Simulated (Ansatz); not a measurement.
## AlN: enthalpy against pressure

AlN, P6_3mc, a = 3.107 Å, c = 4.979 Å. Ansatz: r2SCAN, PAW, 500 eV, Γ-centred 12×12×6 mesh on 4 atoms, Gaussian smearing 0.02 eV; no spin polarisation. Cell and atoms are relaxed at each pressure, and no other structure is tried; the real crystal is known to change phase within this range, so the rows at high pressure are metastable. y is the enthalpy over the state at zero pressure; there V0 = 10.403 Å³/atom. The pressures are the targets, met within 0.03 GPa.

```tsv
P (GPa)	y (eV/atom)
-3.0	-0.1962
0.0	0.0000
3.0	0.1934
8.0	?
15.0	0.9426
30.0	1.8329
60.0	3.4955
```

Problem. Fit y = c1 P + c2 P² + c3 P³ to the other rows, say what c1 and c2 mean, and predict the missing value.

Solution. Least squares on the rows shown. y = 0.064853 P − 0.00014076 P² + 5.1415×10⁻⁷ P³. Since dH/dP = V, c1 is V0: 0.064853 eV/GPa × 160.2 = 10.389 Å³ against 10.403; c2 = −V0/(2B0) gives B0 = 230 GPa, where a Birch–Murnaghan fit to the volumes of the same runs (not shown) gives 210 GPa: a cubic over this range folds the higher terms into c2. At P = 8.0 the fit asked for gives 0.5101 eV/atom. The run gave 0.5101 eV/atom, the same to the digits shown.